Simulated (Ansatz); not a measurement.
# Lattice dynamics of HfO2 (Fm-3m)

Wanted: phonon frequencies of HfO2 (Fm-3m) and what follows from them.

Main program and level: Ansatz 0.2.0; DFT PBEsol, scalar-relativistic, plane waves, PAW.

## 1. The starting structure

Symmetry: Fm-3m, No. 225, cubic system. The conventional cell has a = 5.115 Å, b = 5.115 Å, c = 5.115 Å, α = 90.00°, β = 90.00°, γ = 90.00°. Nearest to Hf lie 8 O at 2.21 Å. O has 4 Hf at 2.21 Å nearest. Farther neighbours and most contacts between anions are not listed.

Structure file:

```cif
data_structure
_symmetry_space_group_name_H-M 'Fm-3m'
_symmetry_Int_Tables_number 225
_cell_length_a 5.1150
_cell_length_b 5.1150
_cell_length_c 5.1150
_cell_angle_alpha 90.000
_cell_angle_beta 90.000
_cell_angle_gamma 90.000
_cell_volume 133.82
loop_
_atom_site_label
_atom_site_type_symbol
_atom_site_symmetry_multiplicity
_atom_site_Wyckoff_symbol
_atom_site_fract_x
_atom_site_fract_y
_atom_site_fract_z
_atom_site_occupancy
Hf1 Hf 4 a 0.00000 0.00000 0.00000 1
O1 O 8 c 0.25000 0.75000 0.75000 1
```

## 2. Rough relaxation

A rough relaxation comes first, because large forces or stress need no tight tolerances yet.

Contents of input.yaml:

```yaml
crystal:
  lattice:
    - [0.0, 2.5575, 2.5575]
    - [2.5575, 0.0, 2.5575]
    - [2.5575, 2.5575, 0.0]
  atoms:
    - { symbol: Hf, position: [0.0, 0.0, 0.0] }
    - { symbol: O, position: [0.25, 0.25, 0.25] }
    - { symbol: O, position: [0.75, 0.75, 0.75] }
kpoints:
  mp_grid: { grid: [6, 6, 6] }
hamiltonian:
  xc: pbesol
scf:
  occupations: { method: gaussian, width: 0.1 }
output:
  forces: true
  stress: true
  eigenvalues: true
relax:
  adjacent_minimum: "off"
  f_tol: 0.05
  max_steps: 80
  cell: { stress_tol: 0.5 }
```

Run with:

```sh
$ ansatz run input.yaml --threads 4 --pin off --max-ram 7168MiB --backend cpu --events-out ev --progress --plain --runs-dir out
```

Numbers of over 12 decimals in the logs are rounded to 6 here.

The log of the run:

```text
The last accepted step is kept in <dir> (removed where the run ends without a failure and the disk answers)
Engine: ansatz 0.2.0, aarch64-unknown-linux-gnu
Pseudopotentials: kind: paw
Pseudopotential: Hf, paw, valence charge 26, recommended cutoff 420 eV (normal), Hf.paw.azcp
Pseudopotential: O, paw, valence charge 6, recommended cutoff 420 eV (normal), O.paw.azcp
Functional definition: PBEsol
  exchange = pbesol_x
[...]
--- Relaxed structure (3 steps of the walk, 3 accepted, 1 SCFs on fresh bases) ---
  F+E_penalty+E_count = -16725.07306874 eV   max|allowed force component| = 1.696e-17 eV/Å   (the final SCF, on the basis selected at the relaxed cell)
  cell:  # Å, volume = 32.1395 Å³
    - [0, 2.523500, 2.523500]
    - [2.523500, 0, 2.523500]
    - [2.523500, 2.523500, 0]
  atoms:
    - { symbol: Hf, position: [0, 0, 0] }
    - { symbol: O, position: [0.25, 0.25, 0.25] }
    - { symbol: O, position: [0.75, 0.75, 0.75] }
[key lines of the parts left out:]
SCF converged after 5 iterations
Free energy (F): -16725.073069 eV
Fermi energy:    18.029321 eV
P = ⅓ Tr σ = -0.4983 GPa (-4.983 kbar)
```

Elapsed: 1.6 s, on 4 threads of Arm Neoverse V1, shared host; peak memory 0.31 GiB; 4.5 s of CPU time.

Step by step:

```
step  energy less that of the first step (eV)  largest force component (eV/Å)  pressure (GPa)  volume (Å³)
   1                                   0.0000                          0.0000          -10.18        33.46
   2                                  -0.0508                          0.0000            2.80        31.80
   3                                  -0.0515                          0.0000           -0.17        32.14
  4*                                  -0.0451                          0.0000           -0.50        32.14
```

Relaxation steps marked * repeat the geometry before them on a plane-wave basis chosen anew for their cell, so energy and pressure can jump there.

Forces are held to the 48 operations that the run works with; a distortion that breaks them can't arise in this run.

```
conventional cell, symmetrised  before  after  change
                         a (Å)   5.115  5.047  -1.3 %
                         b (Å)   5.115  5.047  -1.3 %
                         c (Å)   5.115  5.047  -1.3 %
              volume (Å³/atom)   11.15  10.71  -3.9 %
```

The relaxed structure:

```xyz
3
Lattice="0.0000 2.5235 2.5235 2.5235 0.0000 2.5235 2.5235 2.5235 0.0000" Properties=species:S:1:pos:R:3 pbc="T T T"
Hf    0.0000    0.0000    0.0000
O     1.2617    1.2617    1.2617
O     3.7852    3.7852    3.7852
```

A gap read on the k-mesh alone can miss the band edges.

Numbers from this step:

```yaml
pressure: -0.4983 GPa
gap_on_the_k_mesh: 3.684 eV
volume_per_atom: 10.71 Å³
direct_gap_on_mesh: 3.684 eV
```

In this step the volume went from 11.15 to 10.71 Å³/atom.

## 3. Bringing the structure to rest

The cell and atoms are relaxed, since residual forces and stress would shift the frequencies.

Contents of input.yaml:

```yaml
crystal:
  lattice:
    - [0.0, 2.5234995102, 2.5234995102]
    - [2.5234995102, 0.0, 2.5234995102]
    - [2.5234995102, 2.5234995102, 0.0]
  atoms:
    - { symbol: Hf, position: [0.0, 0.0, 0.0] }
    - { symbol: O, position: [0.25, 0.25, 0.25] }
    - { symbol: O, position: [0.75, 0.75, 0.75] }
kpoints:
  mp_grid: { grid: [8, 8, 8] }
hamiltonian:
  xc: pbesol
scf:
  occupations: { method: gaussian, width: 0.02 }
output:
  forces: true
  stress: true
  eigenvalues: true
relax:
  adjacent_minimum: "off"
  f_tol: 0.005
  max_steps: 80
  cell: { stress_tol: 0.05 }
```

The log of the run:

```text
[...]
Crystal: 3 atoms, lattice volume = 32.140 Å³
Basis set: ecut = 420 eV, 609 PW (Γ), exchange–correlation on 48×48×48 points (8 copies of the dense FFT grid, shifted against one another)
Bands: 23, of which v1, the nominal top of the filled ones, is band 19 counted from 1 (18 counted from 0)
Symmetry: 48 space group operations
[...]
k-points: 29 of 512
[...]
k-point 28: bands = [... 15 lower, 13.5678, 13.5678, 14.7368, 16.0108, 20.9960, 21.3621, 23.3890, 23.3890]
--- Relaxed structure (3 steps of the walk, 3 accepted, 1 SCFs on fresh bases) ---
[...]
cell:  # Å, volume = 32.0805 Å³
    - [0, 2.521953, 2.521953]
    - [2.521953, 0, 2.521953]
    - [2.521953, 2.521953, 0]
  atoms:
    - { symbol: Hf, position: [0, 0, 0] }
    - { symbol: O, position: [0.25, 0.25, 0.25] }
    - { symbol: O, position: [0.75, 0.75, 0.75] }
[key lines of the parts left out:]
SCF converged after 5 iterations
Free energy (F): -16725.073255 eV
Fermi energy:    18.069484 eV
P = ⅓ Tr σ = -0.0205 GPa (-0.205 kbar)
```

Wall time 2 s (4 threads); peak memory 0.33 GiB.

Little changed from the start: no atom moved by 0.005 Å and no cell edge by 0.1 %.

Numbers from this step:

```yaml
pressure: -0.02051 GPa
gap_on_the_k_mesh: 3.688 eV
volume_per_atom: 10.69 Å³
direct_gap_on_mesh: 3.688 eV
```

In this step the volume went from 10.71 to 10.69 Å³/atom.

## 4. Tight relaxation

Phonons need a cell at rest on their own settings, so the relaxation is repeated with tight tolerances on forces and stress on the k mesh and occupations of the first response run.

input.yaml, the sections that differ from step 3:

```yaml
crystal:
  lattice:
    - [0.0, 2.5219532035, 2.5219532035]
    - [2.5219532035, 0.0, 2.5219532035]
    - [2.5219532035, 2.5219532035, 0.0]
  atoms:
    - { symbol: Hf, position: [0.0, 0.0, 0.0] }
    - { symbol: O, position: [0.25, 0.25, 0.25] }
    - { symbol: O, position: [0.75, 0.75, 0.75] }
scf:
  occupations: { method: fixed }
relax:
  adjacent_minimum: "off"
  f_tol: 0.001
  max_steps: 60
  cell: { stress_tol: 0.01 }
# kpoints, hamiltonian, output: as in step 3
```

The log of the run:

```text
[...]
Crystal: 3 atoms, lattice volume = 32.080 Å³
Basis set: ecut = 420 eV, 609 PW (Γ), exchange–correlation on 48×48×48 points (8 copies of the dense FFT grid, shifted against one another)
Bands: 23, of which v1, the nominal top of the filled ones, is band 19 counted from 1 (18 counted from 0)
Symmetry: 48 space group operations
[...]
k-points: 29 of 512
[...]
k-point 28: bands = [... 15 lower, 13.5694, 13.5694, 14.7384, 16.0126, 20.9981, 21.3643, 23.3916, 23.3916]
--- Relaxed structure (2 steps of the walk, 2 accepted, 1 SCFs on fresh bases) ---
[...]
cell:  # Å, volume = 32.0777 Å³
    - [0, 2.521880, 2.521880]
    - [2.521880, 0, 2.521880]
    - [2.521880, 2.521880, 0]
  atoms:
    - { symbol: Hf, position: [0, 0, 0] }
    - { symbol: O, position: [0.25, 0.25, 0.25] }
    - { symbol: O, position: [0.75, 0.75, 0.75] }
[key lines of the parts left out:]
SCF converged after 6 iterations
Free energy (F): -16725.073272 eV
Fermi energy:    16.227224 eV
P = ⅓ Tr σ = 0.0026 GPa (0.026 kbar)
```

It took 1.6 s on 4 threads; peak memory 0.32 GiB.

Little changed from the start: no atom moved by 0.005 Å and no cell edge by 0.1 %.

Numbers from this step:

```yaml
pressure: 0.002647 GPa
```

The forces vanish by symmetry and the pressure is 0.003 GPa, within the tolerances set. The cell now holds 10.69 Å³/atom.

## 5. Linear response at the zone centre

The zone centre comes first: it holds the modes that light can see, as far as symmetry allows. The response to a homogeneous field gives the Born charges and the dielectric tensor, and its change with displacement the Raman tensors.

Contents of input.yaml:

```yaml
crystal:
  lattice:
    - [0.0, 2.5218796294, 2.5218796294]
    - [2.5218796294, 0.0, 2.5218796294]
    - [2.5218796294, 2.5218796294, 0.0]
  atoms:
    - { symbol: Hf, position: [0.0, 0.0, 0.0] }
    - { symbol: O, position: [0.25, 0.25, 0.25] }
    - { symbol: O, position: [0.75, 0.75, 0.75] }
kpoints:
  mp_grid: { grid: [8, 8, 8] }
hamiltonian:
  xc: pbesol
scf:
  occupations: { method: fixed }
output:
  eigenvalues: true
phonons:
  method: dfpt
  dielectric: true
  rigid_motions: translations
  raman: true
```

The log of the run:

```text
[...]
Crystal: 3 atoms, lattice volume = 32.078 Å³
Basis set: ecut = 420 eV, 609 PW (Γ), exchange–correlation on 48×48×48 points (8 copies of the dense FFT grid, shifted against one another)
Bands: 23, of which v1, the nominal top of the filled ones, is band 19 counted from 1 (18 counted from 0)
Symmetry: 48 space group operations
k-points: 95 of 512 (irreducible under 4 space group operations, time reversal used)
[...]
SCF iter   1: F=—  HF=-16725.091933 eV  |F-HF|=—  |Δ(HF+E_count)|=         —  Δρ=1.70e-2  dr2=7.29e-2  ethr=1.77e-3  ⟨swp⟩=4.0  Hψ=7175  notcnv=0  defer=183
[...]
SCF iter   7: F=-16725.073272 eV  HF=-16725.073272 eV  |F-HF|=1.38e-10  |Δ(HF+E_count)|=   6.19e-9  Δρ=6.59e-7  dr2=7.52e-11  ethr=1.00e-12  ⟨swp⟩=7.0  Hψ=15422  notcnv=0
SCF 1 converged in 7 iterations: F = -16725.073272 eV  dr2 = 7.52e-11
[...]
DFPT response loops at Γ: preconditioner auto → none (the input reference at scf.mixing.eps_inf says where Resta's filter doesn't serve); β = 0.50; Broyden in place of MSR1
── the response to a field inside a basis, on 10×10×10 k-points: an SCF that follows is theirs, and a resumed run solves both again ──
Bands: 20, of which v1, the nominal top of the filled ones, is band 19 counted from 1 (18 counted from 0)
k-points: 110 of 1000 (irreducible under 12 space group operations)
[...]
Eigensolver: Dense (110 Hₖ)
SCF iter   1: F=—  HF=-16725.077207 eV  |F-HF|=—  |Δ(HF+E_count)|=         —  Δρ=7.15e-4  dr2=2.43e-5  ethr=1.00e-1
[...]
SCF iter   7: F=-16725.077199 eV  HF=-16725.077199 eV  |F-HF|=7.28e-12  |Δ(HF+E_count)|=  9.82e-11  Δρ=4.47e-8  dr2=3.27e-13  ethr=1.00e-12
SCF 1 converged in 7 iterations: F = -16725.077199 eV  dr2 = 3.27e-13
[...]
SCF converged after 7 iterations
Free energy (F): -16725.073272 eV
[...]
Internal energy: -16725.073272 eV  (E = F + TS)
E sigma→0 (E₀):  -16725.073272 eV
Fermi energy:    16.227221 eV
[...]
--- Band table (eV; the first three rows and the last of 95) ---
  k-point 0: bands = [... 15 lower, 10.6740, 15.5938, 15.5938, 15.5938, 20.0338, 20.0338, 21.9392, 26.8378]
  k-point 1: bands = [... 15 lower, 11.1271, 15.1218, 15.2915, 15.2915, 20.3409, 20.3409, 22.5538, 26.0915]
  k-point 2: bands = [... 15 lower, 12.1560, 14.1869, 14.7523, 14.7523, 20.7952, 20.7952, 23.1946, 25.5252]
  k-point 94: bands = [... 15 lower, 13.5694, 13.5694, 14.7384, 16.0126, 20.9981, 21.3643, 23.3916, 23.3916]
--- Phonons (Γ-DFPT): 2 representative perturbations + reference, on 95 of 512 k-points (Σ response iterations 8) ---
  k mesh reduced under 4 symmetry operations, with k and −k counted as one. Each operation leaves every solved perturbation unchanged. A smaller set is not considered because the run solves the response to a homogeneous field
  ASR residual: 1.596e-4 → 0.000e0 eV/Å²; symmetrization residual: 1.017e-6 eV/Å²
  ASR residual per site (eV/Å²): 8.38e-5 1.60e-4 1.60e-4
  Γ frequencies (cm⁻¹): 0.00 0.00 0.00 236.00 236.00 236.00 579.97 579.97 579.97
  ε∞ (high-frequency dielectric tensor):
        5.378339     0.000000    -0.000000
        0.000000     5.378339     0.000000
        0.000000     0.000000     5.378339
  ε⁰ (static dielectric tensor: ions relaxed, cell fixed):
       36.774049     0.000000    -0.000000
        0.000000    36.774049    -0.000000
       -0.000000    -0.000000    36.774049
  ε⁰ − ε∞ (ionic part):
       31.395710     0.000000    -0.000000
        0.000000    31.395710    -0.000000
       -0.000000    -0.000000    31.395710
  softest optical mode at Γ: 236.00 cm⁻¹; the repairs (sum rule, projections) moved no ω² at Γ by more than (1.69 cm⁻¹)²
  Born effective charges Z* (e; rows j = field, columns β = displacement):
    site 0:
         5.56153   -0.00000    0.00000
         0.00000    5.56153    0.00000
         0.00000   -0.00000    5.56153
    site 1:
        -2.78077    0.00000   -0.00000
        -0.00000   -2.78077   -0.00000
         0.00000    0.00000   -2.78077
    site 2:
        -2.78077    0.00000   -0.00000
        -0.00000   -2.78077   -0.00000
         0.00000    0.00000   -2.78077
  Z* charge neutrality: 3.496e-5 e pre-enforcement
  k-mesh period / interband length: 28.5 Å / 1.37 Å = 20.90 at k = (0.0000, 0.0000, 0.0000), direct gap 4.440 eV — 14 or more, which is no proof of convergence
  Raman tensors (in the event stream and the table raman_tensors.tsv): an entry may err by 5.6e-3 Å², one of the second-order susceptibility by 9.9e-20 pm/V (basis, points and sum rule); their sum over the sites missed zero by 5.161e-17 Å² ahead of its enforcement
  optical modes at Γ without the LO–TO term, one row a degenerate level:
      ω (cm⁻¹)  modes    IR ((D/Å)²/amu)  static Raman (Å⁴/amu)  depolarisation
        236.00      3            78.8977                 0.0000               —
        579.97      3             0.0000                52.9618           0.750
  optical modes at Γ + LO–TO along q̂ = [1.0000, 0.0000, 0.0000]:
      ω (cm⁻¹)  modes    IR ((D/Å)²/amu)  static Raman (Å⁴/amu)  depolarisation
        236.00      2            52.5985                 0.0000               —
        579.97      3             0.0000                52.9618           0.750
        617.11      1            26.2992                 0.0000               —
  optical modes at Γ + LO–TO along q̂ = [0.0000, 1.0000, 0.0000]:
      ω (cm⁻¹)  modes    IR ((D/Å)²/amu)  static Raman (Å⁴/amu)  depolarisation
        236.00      2            52.5985                 0.0000               —
        579.97      3             0.0000                52.9618           0.750
        617.11      1            26.2992                 0.0000               —
  optical modes at Γ + LO–TO along q̂ = [0.0000, 0.0000, 1.0000]:
      ω (cm⁻¹)  modes    IR ((D/Å)²/amu)  static Raman (Å⁴/amu)  depolarisation
        236.00      2            52.5985                 0.0000               —
        579.97      3             0.0000                52.9618           0.750
        617.11      1            26.2992                 0.0000               —
```

Run time: 3.3 min. Hardware: 4 threads; peak memory 1.4 GiB; 13 min of CPU time.

The column dr2 measures how far the density is from self-consistency, as an energy; F and HF (Harris–Foulkes) agree once it is small.

Numbers from this step:

* sum-rule residual before enforcement: 1.60e-4 eV/Å²
* miss of the charge sum rule: 3.50e-5 e
* point group: m-3m
* highest optical mode at the zone centre (no LO-TO term): 580.0 cm⁻¹
* lowest optical zone-centre mode: 236 cm⁻¹
* mean high-frequency dielectric constant: 5.378
* largest Born charge (third of the trace): 5.561 e
* mean static dielectric constant: 36.77
* top of the zone-centre spectrum with the field: 617.1 cm⁻¹

Without the LO-TO term. Patterns of degenerate modes are one choice out of their space. The modes at Γ (shares of kinetic energy by element, %):

```
mode  frequency (cm⁻¹)  symmetry  Hf %  O %
   1               0.0  acoustic    85   15
   2               0.0  acoustic    85   15
   3               0.0  acoustic    85   15
   4             236.0       T1u    15   85
   5             236.0       T1u    15   85
   6             236.0       T1u    15   85
   7             580.0       T2g     0  100
   8             580.0       T2g     0  100
   9             580.0       T2g     0  100
```

Displacements in mode 5 (236.0 cm⁻¹), the largest set to 1:
```
Hf1  0.00 -0.18  0.09
O2   0.00  1.00 -0.50
O3   0.00  1.00 -0.50
```

Displacements in mode 9 (580.0 cm⁻¹), the largest set to 1:
```
Hf1  0.00  0.00  0.00
O2  -0.02  0.29 -1.00
O3   0.02 -0.29  1.00
```

Optical modes at the zone centre, without and with the macroscopic field of the longitudinal modes; each column is sorted by frequency, so a row need not hold one and the same mode. Modes with and without the field, by row:

```
rank among optical modes  no field (cm⁻¹)  q along (1, 0, 0) (cm⁻¹)
                       1              236                       236
                       2              236                       236
                       3              236                       580
                       4              580                       580
                       5              580                       580
                       6              580                     617.1
```

Born charge (rows field, columns displacement) (e), principal values of the symmetric part by kind of site:

```
atom  atoms with these values    low  middle   high   mean
 Hf1                        1   5.56    5.56   5.56   5.56
  O2                        2  -2.78   -2.78  -2.78  -2.78
```

In full for Hf1:

```
5.56 0.00 0.00
0.00 5.56 0.00
0.00 0.00 5.56
```

High-frequency dielectric tensor:

```
5.38 0.00 0.00
0.00 5.38 0.00
0.00 0.00 5.38
```

Static dielectric tensor (ions relaxed, fixed cell):

```
36.77  0.00  0.00
 0.00 36.77  0.00
 0.00  0.00 36.77
```

Transverse modes. Infrared lines, with heights relative to the strongest:

```
position (cm⁻¹)  label  relative intensity
            236    T1u                 100
            580    T2g                 0.0
```

Activity x (w_L - w)^4 (n + 1)/w, 532 nm, 300 K; modes without the macroscopic field alone. Raman lines, with heights relative to the strongest:

```
position (cm⁻¹)  label  relative intensity
            236    T1u                 0.0
            580    T2g                 100
```

Before it was imposed, the acoustic sum rule was missed by 1.6e-4 eV/Å² and the charge sum rule by 3.5e-5 e. Small misses are needed for a sound result but don't prove that mesh and cutoff are converged. The lowest optical mode is real, 236 cm⁻¹.

(Continued in part 2 of 2.)

[Logs are printed without paths, hosts, clocks, repeated set-up lines and the standing remarks that a program may print on its own settings, such as how far it seeks lower states.]

[Hosts, paths, dates, database ids (printed as entryN), source tags and the programs' standing remarks are cut or masked in the printed files.]
